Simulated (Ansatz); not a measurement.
## BeS: a prediction, then the measurements

All numbers below come from DFT PBE, scalar-relativistic, plane waves, PAW (Ansatz).

Plane waves to 420 eV, a k mesh through Γ of 8×8×8 on the computed 2-atom cell and Gaussian smearing (0.02 eV); no spin polarisation.

Relaxed structure, symmetry kept:

```
Be S
1.0
     0.00000    2.43792    2.43792
     2.43792    0.00000    2.43792
     2.43792    2.43792    0.00000
Be S
1 1
Cartesian
  0.0000 0.0000 0.0000
  1.2190 1.2190 1.2190
```

```
Space group                                                                                                                                 : F-43m (No. 216)
Volume per atom                                                                                                                             : 14.49 Å³
Formation energy from the elements' standard states (uncorrected)                                                                           : -1.070 eV/atom
Kohn–Sham band gap                                                                                                                          : 3.14 eV, indirect from Γ to X
Löwdin character of the top 1 eV of the valence band                                                                                        : S 3p 93 %, unprojected 6 %
Electron masses at the edge by Cartesian direction of the standard setting (m_e; degenerate bands sorted by energy; no spin-orbit coupling) : x: 0.84; y: 0.29; z: 0.29
Hole masses at the edge by Cartesian direction of the standard setting (m_e; degenerate bands sorted by energy; no spin-orbit coupling)     : x: 0.57, 0.57, 0.34; y: 0.57, 0.57, 0.34; z: 0.57, 0.57, 0.34
Bulk modulus                                                                                                                                : 93 GPa
Its pressure derivative                                                                                                                     : 3.8
Electronic dielectric constant xx, yy, zz of the standard setting (independent particles)                                                   : 5.7, 5.7, 5.7
Bader charges (e)                                                                                                                           : Be (1 in the cell) 1.62, S (1 in the cell) -1.62
```

**The experiment to reproduce.**

From a printed reference work, data compilation, for a bulk crystal of BeS at 300 K: lattice constant a 4.865 Å.

Against the measured lattice constant a of BeS, 4.865 Å (300 K; a printed reference work, data compilation), the calculated 4.876 Å is off by +0.2 %. The calculation is for 0 K without zero-point motion.